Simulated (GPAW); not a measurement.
Runs of GPAW 26.7.0 on GaP. It takes space group F-43m (No. 216, cubic). The conventional cell has a = 5.451 Å, b = 5.451 Å, c = 5.451 Å, α = 90.00°, β = 90.00°, γ = 90.00°. Around Ga (site symmetry -43m) lie 4 P at 2.36 Å. P (site symmetry -43m) is surrounded by 4 Ga at 2.36 Å. 

```csv
task,level,potentials or basis,cell,eigensolver,gap on the mesh (eV),pressure (GPa),relaxed volume (Å³/atom)
relaxation of the atoms,PBE,"GPAW PAW data sets (gpaw-data 1.2.1), pw",atoms relaxed from: strain = -0.01,-,1.56,-,-
relaxation of cell and atoms,PBEsol,"PAW data sets generated in the run's folder for this functional, pw",relaxed,-,1.56,0.0,20.58
relaxation of cell and atoms,BLYP,"PAW data sets generated in the run's folder for this functional, pw",relaxed,davidson,0.98,0.1,22.25
relaxation of cell and atoms,r2SCAN,"GPAW PAW data sets (gpaw-data 1.2.1), pw",relaxed,-,1.96,0.0,(a)
relaxation of cell and atoms,LDA,"the program's PAW data sets (release 1.2.1) made for this functional, pw",relaxed,-,1.50,0.0,(b)
```

Alike in all rows: no spin polarisation; k mesh 8 × 8 × 8; cutoff (eV) 600; smearing fermi-dirac 0.05 eV.

Problem. Estimate the missing entries.

Solution. (a) 20.55; (b) 20.07.

Caveats: the data sets keep Ga 3d, Li 1s and Be 1s frozen, and some such compounds lay over 1.5 % in volume off other programs; later steps reuse the first step's grids; the density grid can change from cell to cell, which puts small steps into energies and stress (some runs); the relaxation stopped at its first step, so nothing moved (some runs); the PAW data sets were made with another functional, which shifts forces and pressure a little (some runs).

A k mesh can miss the band edges, and the runs leave out spin-orbit coupling on Ga.
